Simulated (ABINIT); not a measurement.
# InP (F-43m) in ABINIT: notebook

The runs below take InP through single point, with LDA, PBE.

Everything below comes from runs of ABINIT 10.8.3 (patched build). Logs are shortened: lines on timing, memory, paths and dates and some standing lists are left out, and cuts for length are marked. The log counts tension as positive stress, the text compression.

**Measured values to compare with.**

A printed reference work, data compilation reports, for a bulk crystal of InP at 1.6 K: band gap 1.4236 eV (direct).

How close the calculation comes is told below.

### 1 The crystal as given

The structure is cubic, space group F-43m (No. 216). Conventional cell: a = 5.861 Å, b = 5.861 Å, c = 5.861 Å, α = 90.00°, β = 90.00°, γ = 90.00°. In (site symmetry -43m) is surrounded by 4 P at 2.54 Å. Around P (site symmetry -43m) lie 4 In at 2.54 Å.

### 2 Single point, LDA

File run.abi:

```
# Pseudopotentials
pp_dirpath "./"
pseudos "In.upf, P.upf"

# Structure
acell 4.1443528445 4.1443528445 4.1443528445 Angstrom
rprim
     0.0000000000     0.7071067812     0.7071067812
     0.7071067812     0.0000000000     0.7071067812
     0.7071067812     0.7071067812     0.0000000000
ntypat 2
znucl 49 15
natom 2
typat 1 2
xcart
     0.0000000000     0.0000000000     0.0000000000
     8.3067636123     8.3067636123     8.3067636123

# Plane-wave basis
ecut 33.0

# k points
kptopt 1
ngkpt 6 6 6
nshiftk 1
shiftk 0.0 0.0 0.0

# Exchange and correlation
ixc 7

# Bands and occupations
nband 17
occopt 3
tsmear 0.05 eV

# SCF cycle
nstep 100
tolvrs 1.0e-10

# Output
iomode 3
prtwf 0
prteig 0
prtebands 0
enunit 1
prtden 1
prtvha 1
prtvclmb 1
prtpot 1
prtelf 1
```

Potentials or basis: PseudoDojo NC SR LDA v0.4 stringent.

The run is started by

```
abinit run.abi > log 2>&1
```

run.abo:

```text
.Version 10.8.3 of ABINIT
 Symmetries : space group F-4 3 m (#216); Bravais cF (face-center cubic)
================================================================================
 Values of the parameters that define the memory need of the present run
     intxc =       0    ionmov =       0      iscf =       7    lmnmax =       6
     lnmax =       6     mgfft =      45  mpssoang =       3    mqgrid =    3001
     natom =       2  nloc_mem =       1    nspden =       1   nspinor =       1
    nsppol =       1      nsym =      24    n1xccc =    2501    ntypat =       2
    occopt =       3   xclevel =       1
       mpw =        3100          nfft =       91125          nkpt =          16
================================================================================
================================================================================

--------------------------------------------------------------------------------
------------- Echo of variables that govern the present computation ------------
--------------------------------------------------------------------------------
 -outvars: echo values of preprocessed input variables --------
            acell      7.8316918452E+00  7.8316918452E+00  7.8316918452E+00 Bohr
              amu      1.14820000E+02  3.09737620E+01
             ecut      3.30000000E+01 Hartree
           enunit           1
              ixc           7
         kptrlatt        6    0    0      0    6    0      0    0    6
          kptrlen      4.69901511E+01
            natom           2
            nband          17
            ngfft          45      45      45
             nkpt          16
            nstep         100
             nsym          24
           ntypat           2
           occopt           3
        prtebands           0
           prteig           0
           prtelf           1
           prtpot           1
         prtvclmb           1
           prtvha           1
            prtwf           0
            rprim      0.0000000000E+00  7.0710678120E-01  7.0710678120E-01
                       7.0710678120E-01  0.0000000000E+00  7.0710678120E-01
                       7.0710678120E-01  7.0710678120E-01  0.0000000000E+00
          spgroup         216
           tolvrs      1.00000000E-10
           tsmear      1.83746611E-03 Hartree
            typat      1  2
           xangst      0.0000000000E+00  0.0000000000E+00  0.0000000000E+00
                       4.3957500000E+00  4.3957500000E+00  4.3957500000E+00
            xcart      0.0000000000E+00  0.0000000000E+00  0.0000000000E+00
                       8.3067636180E+00  8.3067636180E+00  8.3067636180E+00
             xred      0.0000000000E+00  0.0000000000E+00  0.0000000000E+00
                       7.5000000000E-01  7.5000000000E-01  7.5000000000E-01
            znucl       49.00000   15.00000

================================================================================
[... 105 lines left out ...]
- [ -6.41021143E-31,   1.18707619E-31,   4.98572000E-31, ]
force_length_stats: {min:   8.20715325E-31, max:   8.20715325E-31, mean:   8.20715325E-31, }
...

 Integrated electronic density in atomic spheres:
 ------------------------------------------------
 Atom  Sphere_radius  Integrated_density
    1        2.00000         17.85454062
    2        2.00000          2.74811311
================================================================================

 ----iterations are completed or convergence reached----

 Mean square residual over all n,k,spin=   17.736E-10; max=  29.194E-08
 reduced coordinates (array xred) for    2 atoms
       0.000000000000      0.000000000000      0.000000000000
       0.750000000000      0.750000000000      0.750000000000
 rms dE/dt=  3.7125E-30; max dE/dt=  6.8368E-30; dE/dt below (all hartree)
    1       0.000000000000     -0.000000000000     -0.000000000000
    2       0.000000000000      0.000000000000      0.000000000000

 cartesian coordinates (angstrom) at end:
    1      0.00000000000000     0.00000000000000     0.00000000000000
    2      4.39575000004719     4.39575000004719     4.39575000004719

 cartesian forces (hartree/bohr) at end:
    1      0.00000000000000    -0.00000000000000    -0.00000000000000
    2     -0.00000000000000     0.00000000000000     0.00000000000000
 frms,max,avg= 4.7384021E-31 6.4102114E-31   0.000E+00  0.000E+00  0.000E+00 h/b

 cartesian forces (eV/Angstrom) at end:
    1      0.00000000000000    -0.00000000000000    -0.00000000000000
    2     -0.00000000000000     0.00000000000000     0.00000000000000
 frms,max,avg= 2.4365843E-29 3.2962632E-29   0.000E+00  0.000E+00  0.000E+00 e/A
 length scales=  7.831691845232  7.831691845232  7.831691845232 bohr
              =  4.144352844500  4.144352844500  4.144352844500 angstroms
 Fermi (or HOMO) energy (eV) =   5.04628   Average Vxc (eV)=  -9.82725
 Eigenvalues (   eV  ) for nkpt=  16  k points:
 kpt#   1, nband= 17, wtk=  0.00463, kpt=  0.0000  0.0000  0.0000 (reduced coord)
-109.95624  -68.54346  -68.54346  -68.54346   -9.40516   -9.40516   -9.40516   -9.25153
  -9.25153   -6.78008    4.77892    4.77892    4.77892    5.25768    8.73655    8.73655
   8.73655
 prteigrs : prtvol=0 or 1, do not print more k-points.

--- !EnergyTerms
iteration_state     : {dtset: 1, }
comment             : Components of total free energy in Hartree
kinetic             :  7.00374796949660E+01
hartree             :  7.43588889215740E+01
xc                  : -2.99362422760919E+01
Ewald energy        : -1.04054616796015E+02
psp_core            :  3.13566539218688E+00
local_psp           : -2.03722185703433E+02
non_local_psp       : -1.61372730564033E+01
internal            : -2.06318283823216E+02
'-kT*entropy'       : -2.84926998987282E-06
total_energy        : -2.06318286672486E+02
total_energy_eV     : -5.61420658825405E+03
band_energy         : -2.65892808370090E+01
...

 Cartesian components of stress tensor (hartree/bohr^3)
  sigma(1 1)=  1.78341582E-04  sigma(3 2)=  0.00000000E+00
  sigma(2 2)=  1.78341582E-04  sigma(3 1)=  0.00000000E+00
  sigma(3 3)=  1.78341582E-04  sigma(2 1)=  0.00000000E+00

-Cartesian components of stress tensor (GPa)         [Pressure= -5.2470E+00 GPa]
- sigma(1 1)=  5.24699050E+00  sigma(3 2)=  0.00000000E+00
- sigma(2 2)=  5.24699050E+00  sigma(3 1)=  0.00000000E+00
- sigma(3 3)=  5.24699050E+00  sigma(2 1)=  0.00000000E+00

== END DATASET(S) ==============================================================
================================================================================

 -outvars: echo values of variables after computation  --------
            acell      7.8316918452E+00  7.8316918452E+00  7.8316918452E+00 Bohr
           etotal     -2.0631828667E+02
            fcart      6.4102114314E-31 -1.1870761910E-31 -4.9857200022E-31
                      -6.4102114314E-31  1.1870761910E-31  4.9857200022E-31
            rprim      0.0000000000E+00  7.0710678120E-01  7.0710678120E-01
                       7.0710678120E-01  0.0000000000E+00  7.0710678120E-01
                       7.0710678120E-01  7.0710678120E-01  0.0000000000E+00
           strten      1.7834158228E-04  1.7834158228E-04  1.7834158228E-04
                       0.0000000000E+00  0.0000000000E+00  0.0000000000E+00
           xangst      0.0000000000E+00  0.0000000000E+00  0.0000000000E+00
                       4.3957500000E+00  4.3957500000E+00  4.3957500000E+00
             xred      0.0000000000E+00  0.0000000000E+00  0.0000000000E+00
                       7.5000000000E-01  7.5000000000E-01  7.5000000000E-01
 Calculation completed.
```

Run time: 16 s. Hardware: 1 thread of AMD EPYC 9R45 (Zen 5), shared host; peak memory 0.08 GiB.

What came out:

```
Free energy                                           : -5614.2066 eV
Pressure                                              : -5.2 GPa
Band gap on the k mesh                                : 0.48 eV, direct
Valence electrons inside the program's atomic spheres : In 17.85; P 2.75
```

Caveat: spin-orbit coupling is left out, which moves the levels of the heavy elements.

### 3 Single point, PBE

File run.abi:

```
# Pseudopotentials
pp_dirpath "./"
pseudos "In.upf, P.upf"

# Structure
acell 7.83169184 7.83169184 7.83169184
rprim
     0.0000000000     0.7071067812     0.7071067812
     0.7071067812     0.0000000000     0.7071067812
     0.7071067812     0.7071067812     0.0000000000
ntypat 2
znucl 49 15
natom 2
typat 1 2
xred
     0.0000000000     0.0000000000     0.0000000000
     0.7500000000     0.7500000000     0.7500000000

# Plane-wave basis
ecut 31.0

# k points
kptopt 1
ngkpt 6 6 6
nshiftk 1
shiftk 0.0 0.0 0.0

# Exchange and correlation
ixc 11

# Bands and occupations
nband 13
occopt 3
tsmear 0.00183747

# SCF cycle
nstep 100
tolvrs 1.0e-10

# Output
iomode 3
prtwf 0
prtden 0
prteig 0
prtebands 0
enunit 1
```

Potentials or basis: PseudoDojo NC SR PBE v0.4.1 standard.

The run is started by

```
abinit run.abi > log 2>&1
```

It took 11 s on 1 thread of AMD EPYC 9R45 (Zen 5), shared host; peak memory 0.08 GiB.

Results (log left out):

* Free energy: -1997.1233 eV
* Band gap on the k mesh: 0.71 eV, direct
* Valence electrons inside the program's atomic spheres: In 9.92; P 2.78

Levels at points of the mesh, in eV from the valence-band top:
```csv
k point,band 5,band 6,band 7,band 8,band 9,band 10,band 11,band 12,band 13
"(0.00, 0.00, 0.00)",-14.10,-11.52,0.00,0.00,0.00,0.71,4.09,4.09,4.09
"(0.50, 0.00, 0.00)",-14.09,-9.80,-5.73,-0.97,-0.97,1.50,4.80,4.80,7.12
"(0.50, 0.50, 0.00)",-14.06,-9.15,-5.75,-2.32,-2.32,1.76,2.26,9.24,9.58
```

Caveat: the cutoff is too short for stress, so the log's stress isn't used; spin-orbit coupling is left out, which moves the levels of the heavy elements.

### 4 Comparison with measurements

Step 2. Against the measured gap of InP, 1.4236 eV (direct; 1.6 K; a printed reference work, data compilation), the calculated 0.48 eV is off by -0.94 eV. Spin-orbit coupling on In is left out. The value is that of LDA, without temperature or zero-point motion. Semilocal functionals fall short of measured gaps as a rule.

Step 3. Measured gap of InP: 1.4236 eV (direct; 1.6 K; a printed reference work, data compilation). This calculation gives 0.71 eV (-0.71 eV). Spin-orbit coupling on In is left out. The value is that of PBE, without temperature or zero-point motion. Semilocal functionals fall short of measured gaps as a rule.
